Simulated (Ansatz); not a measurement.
A run of Ansatz 0.2.0:

input

```
crystal:
  lattice:
    - [2.71964, 0.0, 0.0]
    - [0.0, 2.71964, 0.0]
    - [0.0, 0.0, 2.71964]
  atoms:
    - { symbol: Nb, position: [0.5, 0.5, 0.5] }
hamiltonian:
  xc: { exchange: pbe, correlation: pbe, exx: { coeff: 0.25, omega: 0.3 } }
  pseudopotentials: { kind: paw }
kpoints:
  mp_grid: { grid: [5, 5, 5] }
  band_path:
    path:
      - [[0.0, 0.0, 0.0], [0.0, 0.5, 0.0], [0.5, 0.5, 0.0], [0.0, 0.0, 0.0], [0.5, 0.5, 0.5], [0.0, 0.5, 0.0]]
      - [[0.5, 0.5, 0.0], [0.5, 0.5, 0.5]]
    npoints: 4
scf:
  occupations: { method: fermi_dirac, width: 0.05 }
  n_extra_bands: 6
output:
  forces: true
  stress: true
  eigenvalues: true
  fatbands: false
```

Hardware: 1 × NVIDIA H100 80GB HBM3 with 2 threads of AMD EPYC 7R13 Processor (Zen 3), with other jobs on the host.

Task: How long does it take, and how much memory?

Result: It took 17 s on 1 × NVIDIA H100 80GB HBM3 with 2 threads of AMD EPYC 7R13 Processor (Zen 3), on a shared host, peak memory 1.5 GiB. Counts: scf iterations 15, plane waves 389, k points 10, bands 13.
